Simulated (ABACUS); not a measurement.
# BN (F-43m) in ABACUS: further runs, part 2 of 3

ABACUS 3.10.1.

### 5 Single point, LDA

INPUT

```
INPUT_PARAMETERS
suffix              BN
calculation         scf
basis_type          pw
pseudo_dir          ./
symmetry            1
dft_functional      pz
ecutwfc             84
pseudo_rcut         10
nspin               1
nbands              14
ks_solver           dav
smearing_method     fd
smearing_sigma      0.00367493
scf_thr             1e-08
scf_nmax            100
mixing_type         broyden
mixing_beta         0.7
cal_force           1
cal_stress          1
out_chg             1
out_pot             2
out_elf             1
```

STRU

```
ATOMIC_SPECIES
N 14.0070 N.upf
B 10.8100 B.upf

LATTICE_CONSTANT
1.8897261246

LATTICE_VECTORS
0.0000000000 1.8130010000 1.8130010000
1.8130010000 0.0000000000 1.8130010000
1.8130010000 1.8130010000 0.0000000000

ATOMIC_POSITIONS
Cartesian

N
0.0
1
0.9065005000 0.9065005000 0.9065005000 1 1 1

B
0.0
1
0.0000000000 0.0000000000 0.0000000000 1 1 1
```

KPT

```
K_POINTS
0
Gamma
10 10 10 0 0 0
```

Potentials or basis: PseudoDojo NC SR 0.4.1 LDA standard, plane waves.

On the command line:

```
$ OMP_NUM_THREADS=1 mpirun -np 4 abacus > log
```

running log:

```text
ABACUS v3.10.1

               Atomic-orbital Based Ab-initio Computation at UStc

 ------------------------------------------------------------------------------------

 READING GENERAL INFORMATION
                           global_out_dir = OUT.BN/
                           global_in_card = INPUT
                               pseudo_dir = ./
                              orbital_dir =
                                    DSIZE = 4
                                    GSIZE = 1

 READING UNITCELL INFORMATION
                                    ntype = 2
                  lattice constant (Bohr) = 1.88973
              lattice constant (Angstrom) = 1

 READING ATOM TYPE 1
                               atom label = N
                      L=0, number of zeta = 1
                      L=1, number of zeta = 1
                      L=2, number of zeta = 1
             number of atom for this type = 1

 READING ATOM TYPE 2
                               atom label = B
                      L=0, number of zeta = 1
                      L=1, number of zeta = 1
                      L=2, number of zeta = 1
             number of atom for this type = 1

                        TOTAL ATOM NUMBER = 2
CARTESIAN COORDINATES ( UNIT =       1.889726124600 Bohr ).
    atom                   x                   y                   z     mag                  vx                  vy                  vz
tauc_N1            0.9065005000        0.9065005000        0.9065005000  0.0000        0.0000000000        0.0000000000        0.0000000000
tauc_B1            0.0000000000        0.0000000000        0.0000000000  0.0000        0.0000000000        0.0000000000        0.0000000000

                          Volume (Bohr^3) = 80.4305
                             Volume (A^3) = 11.9186

 Lattice vectors: (Cartesian coordinate: in unit of a_0)
                   +0              +1.813              +1.813
               +1.813                  +0              +1.813
               +1.813              +1.813                  +0
 Reciprocal vectors: (Cartesian coordinate: in unit of 2 pi/a_0)
            -0.275786           +0.275786           +0.275786
            +0.275786           -0.275786           +0.275786
            +0.275786           +0.275786           -0.275786
 The esolver type has been set to : ksdft_pw

                PAO radial cut off (Bohr) = 10

 Read in pseudopotential file is N.upf
                     pseudopotential type = NC
          exchange-correlation functional = SLAPWNOGXNOGC
                 nonlocal core correction = 1
                        valence electrons = 5
                                     lmax = 1
                           number of zeta = 2
                     number of projectors = 4
                           L of projector = 0
                           L of projector = 0
                           L of projector = 1
                           L of projector = 1
 XC functional updated to : pz
          exchange-correlation functional = PZ
                PAO radial cut off (Bohr) = 10

 Read in pseudopotential file is B.upf
                     pseudopotential type = NC
          exchange-correlation functional = SLAPWNOGXNOGC
                 nonlocal core correction = 1
                        valence electrons = 3
                                     lmax = 1
                           number of zeta = 2
                     number of projectors = 4
                           L of projector = 0
                           L of projector = 0
                           L of projector = 1
                           L of projector = 1
 XC functional updated to : pz
          exchange-correlation functional = PZ
     initial pseudo atomic orbital number = 8

 SETUP THE ELECTRONS NUMBER
             electron number of element N = 5
       total electron number of element N = 5
[... 142 lines left out ...]

[... K-POINTS DIRECT COORDINATES: 47 rows ...]

 SETUP PLANE WAVES FOR WAVE FUNCTIONS
     energy cutoff for wavefunc (unit:Ry) = 84
              fft grid for wave functions = [ 30, 30, 30 ]
                    number of plane waves = 1471
                         number of sticks = 169

 PARALLEL PW FOR WAVE FUNCTIONS
     PROC   COLUMNS(POT)             PW
        1             43            367
        2             42            368
        3             42            368
        4             42            368
 --------------- sum -------------------
        4            169           1471

 SETUP NONLOCAL PSEUDOPOTENTIALS IN PLANE WAVE BASIS
 N non-local projectors:
 projector 1 L=0
 projector 2 L=0
 projector 3 L=1
 projector 4 L=1
 B non-local projectors:
 projector 1 L=0
 projector 2 L=0
 projector 3 L=1
 projector 4 L=1
      TOTAL NUMBER OF NONLOCAL PROJECTORS = 16

 Init Non-Local PseudoPotential table :
 Init Non-Local-Pseudopotential done.

                                     npwx = 274

 Make real space PAO into reciprocal space.
       max mesh points in Pseudopotential = 1001
     dq(describe PAO in reciprocal space) = 0.01
                                    max q = 1104

 number of pseudo atomic orbitals for N is 2
WARNING: norm of atomic wavefunction # 2 of atomic type N is 0.999999, renormalized

 number of pseudo atomic orbitals for B is 2
WARNING: norm of atomic wavefunction # 1 of atomic type B is 0.999999, renormalized
WARNING: norm of atomic wavefunction # 2 of atomic type B is 0.999896, renormalized

 -------------------------------------------
 SELF-CONSISTENT
 -------------------------------------------
                                 init_chg = atomic

 PW ALGORITHM --------------- ION=   1  ELEC=   1--------------------------------

 Density error is 0.216281021058
                          Error Threshold = 0.01
----------------------------------------------------------
     Energy           Rydberg                 eV
----------------------------------------------------------
 E_KohnSham     -26.7916224704       -364.5187242622
 E_Harris       -25.7296663632       -350.0700701791
 E_Fermi        0.7344616481         9.9928633762
----------------------------------------------------------
[... 51 lines left out ...]
 Density error is 2.23439398278e-09
                          Error Threshold = 2.58000162303e-09
----------------------------------------------------------
     Energy           Rydberg                 eV
----------------------------------------------------------
 E_KohnSham     -26.8496159949       -365.3077666422
 E_KS(sigma->0) -26.8496159949       -365.3077666422
 E_Harris       -26.8495893790       -365.3074045143
 E_band         1.7605319440         23.9532659489
 E_one_elec     4.5364175706         61.7211274669
 E_Hartree      3.5601123450         48.4378134119
 E_xc           -8.6852831085        -118.1693390186
 E_Ewald        -26.2608628019       -357.2973685026
 E_entropy(-TS) 0.0000000000         0.0000000000
 E_descf        0.0000000000         0.0000000000
 E_exx          0.0000000000         0.0000000000
 E_Fermi        0.9282979208         12.6301411638
----------------------------------------------------------

 charge density convergence is achieved
 final etot is -365.30776664 eV
 EFERMI = 12.630141164 eV
The vacuum level is 9.9067668231 eV

 STATE ENERGY(eV) AND OCCUPATIONS    NSPIN == 1
 1/47 kpoint (Cartesian) = 0.0000 0.0000 0.0000 (255 pws)
       1       -9.19150     0.00200000
       2        10.7697     0.00200000
       3        10.7697     0.00200000
       4        10.7697     0.00200000
       5        19.4678    8.11848e-63
       6        19.4678    8.11848e-63
       7        19.4678    8.11848e-63
       8        21.0594    1.21815e-76
       9        35.0657        0.00000
      10        38.8140        0.00000
      11        38.8140        0.00000
      12        38.8705        0.00000
      13        38.8705        0.00000
      14        38.8705        0.00000
[... 66 lines left out ...]
       1       -4.94274     0.00800000
       2       0.136921     0.00800000
       3        8.83413     0.00800000
       4        8.83413     0.00800000
       5        20.9097    9.72762e-75
       6        21.3538    1.34894e-78
       7        21.3538    1.34894e-78
       8        25.6791        0.00000
       9        33.7199        0.00000
      10        37.1283        0.00000
      11        37.4304        0.00000
      12        37.4304        0.00000
      13        46.0255        0.00000
      14        46.0255        0.00000

[... levels at 41 further k points ...]

------------------------------------------------------------------------------------------
 TOTAL-FORCE (eV/Angstrom)
------------------------------------------------------------------------------------------
                        N1         0.0000000000         0.0000000000         0.0000000000
                        B1         0.0000000000         0.0000000000         0.0000000000
------------------------------------------------------------------------------------------

----------------------------------------------------------------
 TOTAL-STRESS (KBAR)
----------------------------------------------------------------
      -133.6900982164         0.0000000000         0.0000000000
         0.0000000000      -133.6900982164        -0.0000000000
         0.0000000000        -0.0000000000      -133.6900982164
----------------------------------------------------------------
 TOTAL-PRESSURE: -133.690098 KBAR

 --------------------------------------------
 !FINAL_ETOT_IS -365.3077666422402103 eV
 --------------------------------------------
```

It took 4.2 s on 4 MPI ranks of Intel Xeon Platinum 8488C (Sapphire Rapids), shared host; peak memory 0.2 GiB.

Results:

```
Free energy            : -365.3078 eV
Pressure               : -13.4 GPa
Band gap on the k mesh : 4.40 eV, indirect (least direct gap 8.70 eV)
```

(Part 2 of 3 ends here.)
